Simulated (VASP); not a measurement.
# SnTe (F-43m) in VASP: further runs, part 2 of 2

VASP 6.6.1.

### Step 4. G0W0 quasiparticle levels, PBE

POSCAR

```
SnTe
1.0
    0.0000000000      3.6111460000      3.6111460000
    3.6111460000      0.0000000000      3.6111460000
    3.6111460000      3.6111460000      0.0000000000
Te Sn
1 1
Direct
    0.2500000000      0.2500000000      0.2500000000
    0.0000000000      0.0000000000      0.0000000000
```

INCAR.step1

```
SYSTEM = SnTe
ALGO     = Fast           ! electronic algorithm
EDIFF    = 1E-8           ! SCF threshold, eV
ENCUT    = 450            ! plane-wave cutoff, eV
GGA      = PE             ! functional
ISMEAR   = 0              ! smearing method
LASPH    = .True.         ! aspherical terms in the spheres
LCHARG   = .False.        ! write CHGCAR
LREAL    = .False.        ! projectors in reciprocal space
LWAVE    = .True.         ! write WAVECAR
NELM     = 80             ! most SCF steps
PREC     = Accurate       ! precision mode
SIGMA    = 0.01           ! smearing width, eV
```

INCAR.step2

```
SYSTEM = SnTe
ALGO     = Exact          ! electronic algorithm
EDIFF    = 1E-8           ! SCF threshold, eV
ENCUT    = 450            ! plane-wave cutoff, eV
GGA      = PE             ! functional
ISMEAR   = 0              ! smearing method
ISTART   = 1            
LASPH    = .True.         ! aspherical terms in the spheres
LCHARG   = .False.        ! write CHGCAR
LOPTICS  = .True.         ! frequency-dependent dielectric function
LREAL    = .False.        ! projectors in reciprocal space
LWAVE    = .True.         ! write WAVECAR
NBANDS   = 66             ! bands
NELM     = 1              ! most SCF steps
PREC     = Accurate       ! precision mode
SIGMA    = 0.01           ! smearing width, eV
```

INCAR.step3

```
SYSTEM = SnTe
ALGO     = EVGW0          ! electronic algorithm
EDIFF    = 1E-8           ! SCF threshold, eV
ENCUT    = 450            ! plane-wave cutoff, eV
ENCUTGW  = 100            ! cutoff of the response function
GGA      = PE             ! functional
ISMEAR   = 0              ! smearing method
ISTART   = 1            
LASPH    = .True.         ! aspherical terms in the spheres
LCHARG   = .False.        ! write CHGCAR
LREAL    = .False.        ! projectors in reciprocal space
LWAVE    = .False.        ! write WAVECAR
NBANDS   = 66             ! bands
NBANDSGW = 18           
NELMGW   = 1            
NOMEGA   = 48             ! frequency points
PREC     = Accurate       ! precision mode
PRECFOCK = Fast         
SIGMA    = 0.01           ! smearing width, eV
```

KPOINTS

```
k-points
0
Gamma
  2 2 2
  0 0 0
```

Potentials or basis: VASP PAW PBE potentials, release 64 (Te_GW, Sn_d_GW).

Command:

```sh
$ cat potpaw_PBE.64/Te_GW/POTCAR potpaw_PBE.64/Sn_d_GW/POTCAR > POTCAR
$ cp INCAR.step1 INCAR
$ mpirun -np 1 vasp_std > vasp.out
$ cp INCAR.step2 INCAR
$ mpirun -np 1 vasp_std > vasp.out
$ cp INCAR.step3 INCAR
$ mpirun -np 1 vasp_std > vasp.out
```

OUTCAR:

```text
SYSTEM = SnTe
   EDIFF = 1E-8
   ENCUT = 450
   ENCUTGW = 100
   GGA = PE
   ISMEAR = 0
   ISTART = 1
   LASPH = .True.
   LREAL = .False.
   NELMGW = 1
   PREC = Accurate
   PRECFOCK = Fast

 Found      3 irreducible k-points:

 Following reciprocal coordinates:
            Coordinates               Weight
  0.000000  0.000000  0.000000      1.000000
  0.500000  0.000000  0.000000      4.000000
  0.500000  0.500000  0.000000      3.000000
   k-points           NKPTS =      3   k-points in BZ     NKDIM =      8   number of bands    NBANDS=     66
   number of dos      NEDOS =    301   number of ions     NIONS =      2
   total plane-waves  NPLWV =  46656
   dimension x,y,z NGX =    36 NGY =   36 NGZ =   36
   dimension x,y,z NGXF=    72 NGYF=   72 NGZF=   72
   ions per type =               1   1
   NGX,Y,Z   is equivalent  to a cutoff of  11.72, 11.72, 11.72 a.u.
   NGXF,Y,Z  is equivalent  to a cutoff of  23.44, 23.44, 23.44 a.u.
 SYSTEM =  SnTe
   PREC   = accura    normal or accurate (medium, high low for compatibility)
   ISTART =      1    job   : 0-new  1-cont  2-samecut
   ICHARG =      0    charge: 1-file 2-atom 10-const
   ISPIN  =      1    spin polarized calculation?
   LNONCOLLINEAR =      F non collinear calculations
   LSORBIT =      F    spin-orbit coupling
   LASPH  =      T    aspherical Exc in radial PAW
   ENCUT  =  450.0 eV  33.07 Ry    5.75 a.u.   8.83  8.83  8.83*2*pi/ulx,y,z
   NELM   =     60;   NELMIN=  2; NELMDL=  0     # of ELM steps
   EDIFF  = 0.1E-07   stopping-criterion for ELM
   LREAL  =      F    real-space projection
   EDIFFG = 0.1E-06   stopping-criterion for IOM
   NSW    =      0    number of steps for IOM
   IBRION =     -1    ionic relax: 0-MD 1-quasi-New 2-CG
   NFREE  =      0    steps in history (QN), initial steepest desc. (CG)
   ISIF   =      0    stress and relaxation
   ISYM   =      3    0-nonsym 1-usesym 2-fastsym
   POTIM  = 0.5000    time-step for ionic-motion
   TEBEG  =    0.0;   TEEND  =   0.0 temperature during run
   PSTRESS=    0.0 pullay stress
   NELECT =      20.0000    total number of electrons
   NUPDOWN=      -1.0000    fix difference up-down
   EMIN   =  10.00;   EMAX   =-10.00  energy-range for DOS
   EFERMI =   0.00;   METHOD = LEGACY
   ISMEAR =     0;   SIGMA  =   0.01  broadening in eV -4-tet -1-fermi 0-gaus
   EFERMI_NEDOS =   21; number of points for ismear=-14 and -15
   IALGO  =     38    algorithm
   IMIX   =      4    mixing-type and parameters
     AMIX     =   0.40;   BMIX     =  1.00
     AMIX_MAG =   1.60;   BMIX_MAG =  1.00
  volume/ion in A,a.u.               =      47.09       317.78
  Fermi-wavevector in a.u.,A,eV,Ry     =   0.976704  1.845704 12.979296  0.953951
  Thomas-Fermi vector in A             =   2.107344
   LORBIT       =      0    0 simple, 1 ext, 2 COOP (PROOUT), +10 PAW based schemes
   GGA     = PE    functional components
   LHFCALC =     T    Hartree Fock is set to
   PRECFOCK=fast      Normal, Fast or Accurate (Low or Medium for compatibility)
   ENCUT4O =  -1.0   cutoff for four orbital integrals eV
   NKREDX  =     1    reduce k-point grid by
   NKREDY  =     1    reduce k-point grid by
   NKREDZ  =     1    reduce k-point grid by
   AEXX    =    1.0000 exact exchange contribution
   HFSCREEN=    0.0000 screening length (either q_TF or 0.3 A-1)
   HFSCREENC=   0.0000 screening length for correlation (either q_TF or 0.3 A-1)
   ENCUTFOCK=  -1.0 apply spherical cutoff to Coloumb kernel
   IVDW    =     0    specifies the selected vdW correction
   LEPSILON=     F    determine dielectric tensor
   LRPA    =     F    only Hartree local field effects (RPA)
   LRPAFORCE           =     F    calculate RPA forces
   ENCUTGW             = 100.0    cutoff for response function in eV
   ENCUTGWSOFT         =  80.0    soft cutoff for Coulomb kernel in GW response function in eV
   ENCUTLF             =  -1.0    cutoff for local field effects
   NELMGW              =     1    number of iterations in solving QP/BSE equation
   NELMHF              =     1    number of iterations in the inner HF iteration
   NKREDLFX            =     1    NKREDLFY  =   1   NKREDLFZ  =   1
 non-spin polarized calculation
 Gauss-broadening in eV      SIGMA  =   0.01
  energy-cutoff  :      450.00
  volume of cell :       94.18
 maximum number of plane-waves:      2085
 NGX is ok and might be reduce to    36
  NGX = 20; NGY = 20; NGZ = 20
   NGX = 17   NGY = 17   NGZ = 17
 maximum number of plane-waves:       222
 NGX is ok and might be reduce to    18

 QP shifts <psi_nk| G(iteration)W_0 |psi_nk>: iteration 1
 for sc-GW calculations column KS-energies equals QP-energies in previous step
 and V_xc(KS)=  KS-energies - (<T + V_ion + V_H > + <T+V_H+V_ion>^1  + <V_x>^1)

 k-point   1 :       0.0000    0.0000    0.0000
  band No.  KS-energies  QP-energies   sigma(KS)   V_xc(KS)     V^pw_x(r,r')   Z            occupation Imag(sigma)

      1     -19.3912     -21.4971     -20.8027     -17.5160     -27.0917       0.6408       2.0000       0.4747
      2     -19.3912     -21.4971     -20.8027     -17.5160     -27.0917       0.6408       2.0000       0.4747
      3     -19.3912     -21.4971     -20.8027     -17.5160     -27.0917       0.6408       2.0000       0.4747
      4     -19.3831     -21.4603     -20.7690     -17.5181     -27.0742       0.6390       2.0000       0.4438
      5     -19.3831     -21.4603     -20.7690     -17.5181     -27.0742       0.6390       2.0000       0.4438
      6      -9.0511      -9.0205     -10.7399     -10.7924     -17.0021       0.5821       2.0000       1.0731
[... 10 lines left out ...]
     17      10.0964      10.1320      -5.9710      -6.0194      -1.7165       0.7337       0.0000      -0.4323
     18      10.0964      10.1320      -5.9710      -6.0194      -1.7165       0.7337       0.0000      -0.4323
[... 26 lines left out ...]
      1     -19.3945     -21.4819     -20.7803     -17.5098     -27.0826       0.6383       2.0000       0.4820
      2     -19.3884     -21.5102     -20.8012     -17.5210     -27.0914       0.6468       2.0000       0.4705
      3     -19.3884     -21.5102     -20.8012     -17.5210     -27.0914       0.6468       2.0000       0.4705
      4     -19.3830     -21.4687     -20.7680     -17.5180     -27.0736       0.6418       2.0000       0.4429
      5     -19.3830     -21.4687     -20.7680     -17.5180     -27.0736       0.6418       2.0000       0.4429
      6      -8.2902      -8.3048     -11.2403     -11.2166     -17.0086       0.6190       2.0000       0.9463
[... 10 lines left out ...]
     17      10.7115      11.0631      -7.4006      -7.8897      -3.1825       0.7188       0.0000      -0.3429
     18      11.0314      11.4151      -7.3464      -7.8912      -2.9037       0.7041       0.0000      -0.3731
```

It took 75 s on 1 thread of Intel Xeon 6975P-C (Granite Rapids), shared host; peak memory 0.64 GiB.

The run converged, but some of its settings lie outside the range that counts as converged, so its numbers aren't taken as properties of the crystal.

What came out:

| Property | Result |
| --- | --- |
| Band gap on the k mesh, mean-field level | 0.81 eV, direct |
| Quasiparticle gap | 1.35 eV |
| Least direct quasiparticle gap | 1.35 eV |

Caveat: the k mesh is coarse (spacing up to 0.75 Å⁻¹), so the values aren't converged; bands, screening cutoff and mesh are small and nothing is extrapolated, so the quasiparticle values aren't converged; spin-orbit coupling is left out, which moves the levels of the heavy elements.

### Step 5. G0W0 quasiparticle levels, PBE

POSCAR is that of step 4.

INCAR.step1 is that of step 4.

Edit INCAR.step2 of step 4 so:

```diff
@@ -12,3 +12,3 @@
 LWAVE    = .True.         ! write WAVECAR
-NBANDS   = 66             ! bands
+NBANDS   = 123            ! bands
 NELM     = 1              ! most SCF steps
```

Edit INCAR.step3 of step 4 so:

```diff
@@ -4,3 +4,3 @@
 ENCUT    = 450            ! plane-wave cutoff, eV
-ENCUTGW  = 100            ! cutoff of the response function
+ENCUTGW  = 75             ! cutoff of the response function
 GGA      = PE             ! functional
@@ -12,3 +12,3 @@
 LWAVE    = .False.        ! write WAVECAR
-NBANDS   = 66             ! bands
+NBANDS   = 123            ! bands
 NBANDSGW = 18
```

KPOINTS is that of step 4.

Potentials or basis: VASP PAW PBE potentials, release 64 (Te_GW, Sn_d_GW).

Command:

```sh
$ cat potpaw_PBE.64/Te_GW/POTCAR potpaw_PBE.64/Sn_d_GW/POTCAR > POTCAR
$ cp INCAR.step1 INCAR
$ mpirun -np 1 vasp_std > vasp.out
$ cp INCAR.step2 INCAR
$ mpirun -np 1 vasp_std > vasp.out
$ cp INCAR.step3 INCAR
$ mpirun -np 1 vasp_std > vasp.out
```

OUTCAR:

```text
SYSTEM = SnTe
   EDIFF = 1E-8
   ENCUT = 450
   ENCUTGW = 75
   GGA = PE
   ISMEAR = 0
   ISTART = 1
   LASPH = .True.
   LREAL = .False.
   NELMGW = 1
   PREC = Accurate
   PRECFOCK = Fast

 Found      3 irreducible k-points:

 Following reciprocal coordinates:
            Coordinates               Weight
  0.000000  0.000000  0.000000      1.000000
  0.500000  0.000000  0.000000      4.000000
  0.500000  0.500000  0.000000      3.000000
   k-points           NKPTS =      3   k-points in BZ     NKDIM =      8   number of bands    NBANDS=    123
   number of dos      NEDOS =    301   number of ions     NIONS =      2
   total plane-waves  NPLWV =  46656
   dimension x,y,z NGX =    36 NGY =   36 NGZ =   36
   dimension x,y,z NGXF=    72 NGYF=   72 NGZF=   72
   ions per type =               1   1
   NGX,Y,Z   is equivalent  to a cutoff of  11.72, 11.72, 11.72 a.u.
   NGXF,Y,Z  is equivalent  to a cutoff of  23.44, 23.44, 23.44 a.u.
 SYSTEM =  SnTe
   PREC   = accura    normal or accurate (medium, high low for compatibility)
   ISTART =      1    job   : 0-new  1-cont  2-samecut
   ICHARG =      0    charge: 1-file 2-atom 10-const
   ISPIN  =      1    spin polarized calculation?
   LNONCOLLINEAR =      F non collinear calculations
[... 29 lines left out ...]
   GGA     = PE    functional components
   LHFCALC =     T    Hartree Fock is set to
   PRECFOCK=fast      Normal, Fast or Accurate (Low or Medium for compatibility)
   ENCUT4O =  -1.0   cutoff for four orbital integrals eV
   NKREDX  =     1    reduce k-point grid by
   NKREDY  =     1    reduce k-point grid by
   NKREDZ  =     1    reduce k-point grid by
   AEXX    =    1.0000 exact exchange contribution
   HFSCREEN=    0.0000 screening length (either q_TF or 0.3 A-1)
   HFSCREENC=   0.0000 screening length for correlation (either q_TF or 0.3 A-1)
   ENCUTFOCK=  -1.0 apply spherical cutoff to Coloumb kernel
   IVDW    =     0    specifies the selected vdW correction
   LEPSILON=     F    determine dielectric tensor
   LRPA    =     F    only Hartree local field effects (RPA)
   LRPAFORCE           =     F    calculate RPA forces
   ENCUTGW             =  75.0    cutoff for response function in eV
   ENCUTGWSOFT         =  60.0    soft cutoff for Coulomb kernel in GW response function in eV
   ENCUTLF             =  -1.0    cutoff for local field effects
   NELMGW              =     1    number of iterations in solving QP/BSE equation
   NELMHF              =     1    number of iterations in the inner HF iteration
   NKREDLFX            =     1    NKREDLFY  =   1   NKREDLFZ  =   1
 non-spin polarized calculation
 Gauss-broadening in eV      SIGMA  =   0.01
  energy-cutoff  :      450.00
  volume of cell :       94.18
 maximum number of plane-waves:      2085
 NGX is ok and might be reduce to    36
  NGX = 20; NGY = 20; NGZ = 20
   NGX = 17   NGY = 17   NGZ = 17
 maximum number of plane-waves:       150
 NGX is ok and might be reduce to    18

 QP shifts <psi_nk| G(iteration)W_0 |psi_nk>: iteration 1
 for sc-GW calculations column KS-energies equals QP-energies in previous step
 and V_xc(KS)=  KS-energies - (<T + V_ion + V_H > + <T+V_H+V_ion>^1  + <V_x>^1)

 k-point   1 :       0.0000    0.0000    0.0000
  band No.  KS-energies  QP-energies   sigma(KS)   V_xc(KS)     V^pw_x(r,r')   Z            occupation Imag(sigma)

      1     -19.3912     -21.7222     -21.1426     -17.5160     -27.0917       0.6428       2.0000       0.3622
      2     -19.3912     -21.7222     -21.1426     -17.5160     -27.0917       0.6428       2.0000       0.3622
      3     -19.3912     -21.7222     -21.1426     -17.5160     -27.0917       0.6428       2.0000       0.3622
      4     -19.3831     -21.6992     -21.1368     -17.5181     -27.0742       0.6400       2.0000       0.3475
      5     -19.3831     -21.6992     -21.1368     -17.5181     -27.0742       0.6400       2.0000       0.3475
      6      -9.0511      -9.1282     -10.9247     -10.7924     -17.0021       0.5827       2.0000       1.0560
[... 41 lines left out ...]
      4     -19.3830     -21.7087     -21.1356     -17.5180     -27.0736       0.6429       2.0000       0.3471
      5     -19.3830     -21.7087     -21.1356     -17.5180     -27.0736       0.6429       2.0000       0.3471
      6      -8.2902      -8.4055     -11.4029     -11.2166     -17.0086       0.6192       2.0000       0.9361
[... 10 lines left out ...]
     17      10.7115      10.8816      -7.6524      -7.8897      -3.1825       0.7168       0.0000      -0.3362
     18      11.0314      11.2210      -7.6209      -7.8912      -2.9037       0.7011       0.0000      -0.3704
```

Run time: 78 s. Hardware: 1 thread of Intel Xeon 6975P-C (Granite Rapids), shared host; peak memory 0.64 GiB.

These settings aren't checked as converged: the numbers below hold their error.

Results:

| Item | Value |
| --- | --- |
| Band gap on the k mesh, mean-field level | 0.81 eV, direct |
| Quasiparticle gap | 1.36 eV |
| Least direct quasiparticle gap | 1.36 eV |

Caveat: the k mesh is coarse (spacing up to 0.75 Å⁻¹), so the values aren't converged; bands, screening cutoff and mesh are small and nothing is extrapolated, so the quasiparticle values aren't converged; spin-orbit coupling is left out, which moves the levels of the heavy elements.

### Step 6. The reference run

An earlier run on the cell as given: functional PBEsol; potentials or basis VASP PAW PBE potentials, release 64 (Te, Sn_d); cutoff 520 eV; k mesh 7 × 7 × 7; occupations fermi-dirac, width 0.05 eV; no spin polarisation.

- Pressure: -1.4 GPa
- Band gap on the k mesh: 0.28 eV, indirect (least direct gap 0.79 eV)
